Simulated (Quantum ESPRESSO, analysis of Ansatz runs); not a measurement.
# Migration in HfO2 (P2_1/c): O_i by the interstitialcy path, charge −2 (Quantum ESPRESSO), part 3 of 3

Aim: the barrier of one jump in HfO2 (P2_1/c) at charge −2: O_i by the interstitialcy path. The model is a cell of 48 host atoms with 1 O put in; O is the atom that moves.

Quantum ESPRESSO 7.5; Quantum ESPRESSO plane-wave DFT, PBEsol, GBRV 1.5 PBEsol potentials; nudged elastic band between two relaxed defect structures at fixed charge in a uniform background.

So far: Set-up; Relaxation of the start point, charge −2; Relaxation of the end point, charge −2.

## 4. Nudged elastic band, charge −2

3 movable images are laid between the ends by interpolation. Each image feels the true force across the path and a spring force along it. The highest image is set to climb to the top of the path.

This step: Quantum ESPRESSO plane-wave DFT, PBEsol, GBRV 1.5 PBEsol potentials; nudged elastic band between two relaxed defect structures at fixed charge in a uniform background.

neb.in reads:

```
BEGIN
BEGIN_PATH_INPUT
&PATH
  restart_mode = 'from_scratch'
  string_method = 'neb'
  nstep_path = 45
  ds = 1.5
  opt_scheme = 'broyden'
  num_of_images = 5
  k_max = 0.3
  k_min = 0.2
  CI_scheme = 'auto'
  path_thr = 0.06
/
END_PATH_INPUT
BEGIN_ENGINE_INPUT
&CONTROL
  prefix = 'pwscf'
  outdir = './tmp'
  pseudo_dir = './pseudo'
  disk_io = 'low'
/
&SYSTEM
  ibrav = 0
  nat = 49
  ntyp = 2
  ecutwfc = 36
  ecutrho = 288
  nbnd = 200
  occupations = 'fixed'
  tot_charge = -2
  nosym = .true.
/
&ELECTRONS
  conv_thr = 5d-08
  electron_maxstep = 100
  mixing_beta = 0.5
/
ATOMIC_SPECIES
Hf   178.4900 hf_pbesol_v1.uspp.F.UPF
O     15.9990 o_pbesol_v1.2.uspp.F.UPF
CELL_PARAMETERS angstrom
  -5.9416700219    5.1632183080    5.1583953540
   4.2040263251   -5.1632183080    5.1655566081
   5.9416700219    5.1632183080   -5.1583953540
BEGIN_POSITIONS
FIRST_IMAGE
ATOMIC_POSITIONS crystal
Hf     0.0794549891    0.4941579343    0.8622802800
Hf     0.0784840157    0.9929760755    0.3660722611
Hf     0.5870932311    0.5024351799    0.3698435277
Hf     0.6046008224    0.9712380801    0.8483399974
Hf     0.3604931266    0.2424049982    0.8343245561
Hf     0.3746654079    0.7625662943    0.3369326679
Hf     0.8735462813    0.2575997937    0.3348866519
Hf     0.8716382648    0.7765620581    0.8427799587
Hf     0.4174348807    0.0110213004    0.1278042246
Hf     0.4176547476    0.5031411321    0.6389564883
Hf     0.9021784793    0.0024485792    0.6391858342
Hf     0.9155008010    0.5057112345    0.1258675684
Hf     0.1373692069    0.2516345783    0.1651098150
Hf     0.1287571164    0.7461943785    0.6599742245
Hf     0.6207484391    0.2469635713    0.6577182965
Hf     0.6202228488    0.7386266154    0.1419150332
O      0.3581091870    0.2126711527    0.5932649369
O      0.3591058213    0.7175874860    0.0899462722
O      0.8704464226    0.2134879363    0.0933993169
O      0.8660961273    0.7093618485    0.5900423735
O      0.3771996425    0.0302310501    0.8938439956
O      0.3805994917    0.5420027686    0.3967017713
O      0.8770997355    0.0346248978    0.3903519881
O      0.8779534424    0.5382922224    0.8928832862
O      0.1403073235    0.2879990929    0.4073271938
O      0.1373153202    0.7837807067    0.9016123838
O      0.6405556194    0.2857187619    0.9040950209
O      0.6312202109    0.7811746070    0.3841292182
O      0.1197359747    0.4658852488    0.0979826157
O      0.1128465496    0.9585766433    0.5951670095
O      0.6165717488    0.4738265414    0.6043371080
O      0.6181569540    0.9738056879    0.1038540117
O      0.3538391020    0.2194525311    0.2193482866
O      0.3466949124    0.7106660617    0.6908113716
O      0.8311118761    0.2110346127    0.6909505135
O      0.8337406885    0.7035692262    0.1890006722
O      0.4933592268    0.0470189728    0.3792590476
O      0.4435461405    0.5156971579    0.8658999396
O      1.0513914987    0.0623242883    0.9034106797
O      0.9940153111    0.5439510480    0.3764666019
O      0.1466028262    0.2825731495    0.7942814142
O      0.1567148679    0.7922306863    0.2915142921
O      0.6673270511    0.3015566899    0.3054981260
O      0.6703267664    0.7646306693    0.8856080786
O      0.0168038349    0.4593342880    0.6164160039
O      0.0232214900    0.9686310160    0.1254676809
O      0.5064614220    0.4513611003    0.1144719199
O      0.4830390147    0.9630768864    0.6071411669
O      0.7274928623    0.8908763261    0.7176559794
INTERMEDIATE_IMAGE
ATOMIC_POSITIONS crystal
Hf     0.0792845840    0.4941387246    0.8625977946
Hf     0.0757576630    0.9885060152    0.3602029452
[... 47 atom lines left out ...]
INTERMEDIATE_IMAGE
ATOMIC_POSITIONS crystal
Hf     0.0791141789    0.4941195149    0.8629153092
Hf     0.0730313104    0.9840359549    0.3543336294
[... 47 atom lines left out ...]
INTERMEDIATE_IMAGE
ATOMIC_POSITIONS crystal
Hf     0.0789437739    0.4941003052    0.8632328238
Hf     0.0703049577    0.9795658947    0.3484643135
[... 47 atom lines left out ...]
LAST_IMAGE
ATOMIC_POSITIONS crystal
Hf     0.0787733688    0.4940810955    0.8635503383
Hf     0.0675786051    0.9750958344    0.3425949976
[... 1 atom line left out ...]
Hf     0.5759070594    0.9895170766    0.8599628227
[... 3 atom lines left out ...]
Hf     0.8782684465    0.7804484386    0.8807335881
[... 1 atom line left out ...]
Hf     0.4120470877    0.5049128372    0.6214255745
Hf     0.9152900320    0.0055558129    0.6302773120
[... 8 atom lines left out ...]
O      0.8652268688    0.7217335430    0.5955848110
[... 1 atom line left out ...]
O      0.3822214470    0.5390575743    0.3931463165
[... 8 atom lines left out ...]
O      0.6195935526    0.4661890540    0.6028498896
[... 2 atom lines left out ...]
O      0.3339816022    0.7051187413    0.6945734418
[... 4 atom lines left out ...]
O      0.9815922436    0.0412774742    0.8838518505
[... 4 atom lines left out ...]
O      0.8279185857    0.8601390197    1.0839690676
[... 3 atom lines left out ...]
O      0.4998835539    0.9595506368    0.6119860926
O      0.6454957467    0.7890823690    0.7675541562
END_POSITIONS
K_POINTS gamma
END_ENGINE_INPUT
END
```

On the command line:

```sh
> OMP_NUM_THREADS=1 mpirun -n 4 neb.x -ni 2 -inp neb.in > neb.out
```

What it wrote:

```text
[shortened: banners, details of potentials and solvers, and blank lines are left out]
[banner, memory and clock lines left out]
     path-images division:  nimage    =       2
     initial path length           =  4.7127 bohr
     initial inter-image distance  =  1.1782 bohr
     string_method                 =    neb
     restart_mode                  =    from_scratch
     opt_scheme                    =    broyden
     num_of_images                 =    5
     nstep_path                    =    45
     CI_scheme                     =    auto
     first_last_opt                =    F
     use_freezing                  =    F
     ds                            =    1.5000 a.u.
     k_max                         =    0.3000 a.u.
     k_min                         =    0.2000 a.u.
     path_thr                      =    0.0600 eV / A
     ------------------------------ iteration   1 ------------------------------
     activation energy (->) =   1.486789 eV
     activation energy (<-) =   1.486630 eV
     image        energy (eV)        error (eV/A)        frozen
         1     -49062.3926798            0.028860            T
         2     -49061.6365424            1.338904            F
         3     -49060.9058911            2.180142            F
         4     -49061.5229912            2.036777            F
         5     -49062.3925212            0.026197            T
     climbing image =  3
     path length          =  4.713 bohr
     inter-image distance =  1.178 bohr
     ------------------------------ iteration   2 ------------------------------
     activation energy (->) =   1.118986 eV
     activation energy (<-) =   1.118828 eV
     image        energy (eV)        error (eV/A)        frozen
         1     -49062.3926798            0.028860            T
         2     -49061.7924176            0.571967            F
         3     -49061.2736933            0.872097            F
         4     -49061.6896877            0.926410            F
         5     -49062.3925212            0.026197            T
     climbing image =  3
     path length          =  4.739 bohr
[...]
------------------------------ iteration   3 ------------------------------
     activation energy (->) =   0.939920 eV
     activation energy (<-) =   0.939761 eV
     image        energy (eV)        error (eV/A)        frozen
         1     -49062.3926798            0.028860            T
         2     -49061.8755512            0.320072            F
         3     -49061.4527601            0.485285            F
         4     -49061.7775560            0.355349            F
         5     -49062.3925212            0.026197            T
     climbing image =  3
     path length          =  4.800 bohr
[...]
------------------------------ iteration   4 ------------------------------
     activation energy (->) =   0.851834 eV
     activation energy (<-) =   0.851676 eV
     image        energy (eV)        error (eV/A)        frozen
         1     -49062.3926798            0.028860            T
         2     -49061.9294635            0.292960            F
         3     -49061.5408454            0.505903            F
         4     -49061.8240736            0.366324            F
         5     -49062.3925212            0.026197            T
     climbing image =  3
     path length          =  4.875 bohr
[...]
------------------------------ iteration   5 ------------------------------
     activation energy (->) =   0.814208 eV
     activation energy (<-) =   0.814049 eV
     image        energy (eV)        error (eV/A)        frozen
         1     -49062.3926798            0.028860            T
         2     -49061.9616623            0.231013            F
         3     -49061.5784723            0.464741            F
         4     -49061.8519643            0.253399            F
         5     -49062.3925212            0.026197            T
     climbing image =  3
     path length          =  4.912 bohr
[...]
------------------------------ iteration   6 ------------------------------
     activation energy (->) =   0.749023 eV
     activation energy (<-) =   0.748864 eV
     image        energy (eV)        error (eV/A)        frozen
         1     -49062.3926798            0.028860            T
         2     -49062.0044953            0.218300            F
         3     -49061.6436570            0.271548            F
         4     -49061.8867200            0.280125            F
         5     -49062.3925212            0.026197            T
     climbing image =  3
     path length          =  5.211 bohr
[...]
------------------------------ iteration   7 ------------------------------
     activation energy (->) =   0.742160 eV
     activation energy (<-) =   0.742001 eV
     image        energy (eV)        error (eV/A)        frozen
         1     -49062.3926798            0.028860            T
         2     -49062.0114213            0.192521            F
         3     -49061.6505200            0.356895            F
         4     -49061.8912810            0.121908            F
         5     -49062.3925212            0.026197            T
     climbing image =  3
     path length          =  5.062 bohr
[...]
------------------------------ iteration   8 ------------------------------
     activation energy (->) =   0.731929 eV
     activation energy (<-) =   0.731770 eV
     image        energy (eV)        error (eV/A)        frozen
         1     -49062.3926798            0.028860            T
         2     -49062.0155682            0.187016            F
         3     -49061.6607512            0.341773            F
         4     -49061.8960331            0.112197            F
         5     -49062.3925212            0.026197            T
     climbing image =  3
     path length          =  5.081 bohr
[...]
------------------------------ iteration   9 ------------------------------
     activation energy (->) =   0.687431 eV
     activation energy (<-) =   0.687272 eV
     image        energy (eV)        error (eV/A)        frozen
         1     -49062.3926798            0.028860            T
         2     -49062.0263470            0.159416            F
         3     -49061.7052489            0.239300            F
         4     -49061.9144687            0.095704            F
         5     -49062.3925212            0.026197            T
     climbing image =  3
     path length          =  5.198 bohr
[...]
------------------------------ iteration  10 ------------------------------
     activation energy (->) =   0.673387 eV
     activation energy (<-) =   0.673228 eV
     image        energy (eV)        error (eV/A)        frozen
         1     -49062.3926798            0.028860            T
         2     -49062.0273586            0.159924            F
         3     -49061.7192930            0.177487            F
         4     -49061.9207116            0.084604            F
         5     -49062.3925212            0.026197            T
     climbing image =  3
     path length          =  5.255 bohr
[...]
------------------------------ iteration  11 ------------------------------
     activation energy (->) =   0.661963 eV
     activation energy (<-) =   0.661805 eV
     image        energy (eV)        error (eV/A)        frozen
         1     -49062.3926798            0.028860            T
         2     -49062.0232863            0.142263            F
         3     -49061.7307165            0.194682            F
         4     -49061.9295291            0.066616            F
         5     -49062.3925212            0.026197            T
     climbing image =  3
     path length          =  5.406 bohr
[...]
------------------------------ iteration  12 ------------------------------
     activation energy (->) =   0.659328 eV
     activation energy (<-) =   0.659169 eV
     image        energy (eV)        error (eV/A)        frozen
         1     -49062.3926798            0.028860            T
         2     -49062.0257740            0.149392            F
         3     -49061.7333521            0.096548            F
         4     -49061.9303304            0.068772            F
         5     -49062.3925212            0.026197            T
     climbing image =  3
     path length          =  5.355 bohr
[...]
------------------------------ iteration  13 ------------------------------
     activation energy (->) =   0.657565 eV
     activation energy (<-) =   0.657406 eV
     image        energy (eV)        error (eV/A)        frozen
         1     -49062.3926798            0.028860            T
         2     -49062.0255525            0.144036            F
         3     -49061.7351151            0.093565            F
         4     -49061.9328959            0.065170            F
         5     -49062.3925212            0.026197            T
     climbing image =  3
     path length          =  5.360 bohr
[...]
------------------------------ iteration  14 ------------------------------
     activation energy (->) =   0.649078 eV
     activation energy (<-) =   0.648920 eV
     image        energy (eV)        error (eV/A)        frozen
         1     -49062.3926798            0.028860            T
         2     -49062.0202708            0.116327            F
         3     -49061.7436014            0.081304            F
         4     -49061.9515289            0.053334            F
         5     -49062.3925212            0.026197            T
     climbing image =  3
     path length          =  5.404 bohr
[...]
------------------------------ iteration  15 ------------------------------
     activation energy (->) =   0.647247 eV
     activation energy (<-) =   0.647088 eV
     image        energy (eV)        error (eV/A)        frozen
         1     -49062.3926798            0.028860            T
         2     -49062.0155376            0.087246            F
         3     -49061.7454331            0.083662            F
         4     -49061.9609342            0.056578            F
         5     -49062.3925212            0.026197            T
     climbing image =  3
     path length          =  5.434 bohr
[...]
------------------------------ iteration  16 ------------------------------
     activation energy (->) =   0.645652 eV
     activation energy (<-) =   0.645493 eV
     image        energy (eV)        error (eV/A)        frozen
         1     -49062.3926798            0.028860            T
         2     -49062.0111025            0.062829            F
         3     -49061.7470278            0.079168            F
         4     -49061.9692450            0.050476            F
         5     -49062.3925212            0.026197            T
     climbing image =  3
     path length          =  5.468 bohr
[...]
------------------------------ iteration  17 ------------------------------
     activation energy (->) =   0.643700 eV
     activation energy (<-) =   0.643542 eV
     image        energy (eV)        error (eV/A)        frozen
         1     -49062.3926798            0.028860            T
         2     -49062.0040227            0.035569            F
         3     -49061.7489796            0.075070            F
         4     -49061.9802838            0.052580            F
         5     -49062.3925212            0.026197            T
     climbing image =  3
     path length          =  5.539 bohr
[...]
------------------------------ iteration  18 ------------------------------
     activation energy (->) =   0.642329 eV
     activation energy (<-) =   0.642171 eV
     image        energy (eV)        error (eV/A)        frozen
         1     -49062.3926798            0.028860            T
         2     -49062.0044941            0.035711            F
         3     -49061.7503507            0.070735            F
         4     -49061.9811926            0.049851            F
         5     -49062.3925212            0.026197            T
     climbing image =  3
     path length          =  5.542 bohr
[...]
------------------------------ iteration  19 ------------------------------
     activation energy (->) =   0.658098 eV
     activation energy (<-) =   0.657940 eV
     image        energy (eV)        error (eV/A)        frozen
         1     -49062.3926798            0.028860            T
         2     -49061.9752929            0.133798            F
         3     -49061.7345814            0.143375            F
         4     -49061.9787680            0.129199            F
         5     -49062.3925212            0.026197            T
     climbing image =  3
     path length          =  5.845 bohr
[...]
------------------------------ iteration  20 ------------------------------
     activation energy (->) =   0.632717 eV
     activation energy (<-) =   0.632558 eV
     image        energy (eV)        error (eV/A)        frozen
         1     -49062.3926798            0.028860            T
         2     -49062.0024830            0.023008            F
         3     -49061.7599631            0.040065            F
         4     -49061.9900275            0.036127            F
         5     -49062.3925212            0.026197            T
     climbing image =  3
     path length          =  5.618 bohr
     inter-image distance =  1.405 bohr
     neb: convergence achieved in  20 iterations
```

Elapsed: 35 min, on 4 MPI ranks of Arm Neoverse V1, shared host; peak memory 2.4 GiB.

The path, image by image:

```tsv
image	path (Å)	energy (eV)	O44: x, y, z (Å)
0	0.000	0.0000	4.494, 4.086, 2.839
1	1.002	0.3902	4.715, 4.415, 2.780
2	1.827	0.6327	4.991, 4.761, 2.990
3	2.346	0.4027	5.050, 5.097, 3.044
4	2.973	0.0002	5.137, 5.430, 3.122
```

This step gave:

* barrier forward: 0.6327 eV
* barrier backward: 0.6326 eV
* end less start: 1.59e-4 eV
* hop length: 1.308 Å

The band met its tolerance of 0.06 eV/Å after 20 iterations, with image 2 on top (the start counts as 0). O44, which moves farthest between the ends, has 3 Hf at 2.07 to 2.13 Å and 2 O at 2.33 to 2.36 Å nearest at the start and 2 Hf at 2.07 to 2.11 Å and 2 O at 2.34 to 2.38 Å at the top.

## 5. Outcome

| Quantity | Value |
| --- | --- |
| barrier forward | 0.63 eV |
| barrier backward | 0.63 eV |
| end less start | 0.00 eV |
| hop length | 1.31 Å |
| band iterations, as the log counts them | 20 |

In words: The top of the band lies 0.63 eV above the start and 0.63 eV above the end, which are alike in energy and neighbours. With an assumed prefactor of 1e13 per second it gives one hop a second along this one path at about 250 K; whether such hops link up through the crystal wasn't checked. The move is shared: O44 goes 1.52 Å and O49, whose hop length is listed, 1.31 Å. The order of the top as a saddle was not checked for all atoms, so a bent path could be lower. No image-charge correction is applied; it largely cancels along a path if the charge stays localised alike. What this leaves open: sampling at the zone centre alone can move energies of charged and open-shell states by tenths of an eV or more in cells of this size; periodic copies of the defect are only 8.4 Å apart; spin–orbit coupling, which can matter with heavy atoms, is left out. The cutoff of 36 Ry is under the 40 Ry advised for these potentials.

[Logs are printed without paths, hosts, clocks, repeated set-up lines and the standing remarks that a program may print on its own settings, such as how far it seeks lower states.]

[Hosts, paths, dates, database ids (printed as entryN), source tags and the programs' standing remarks are cut or masked in the printed files.]
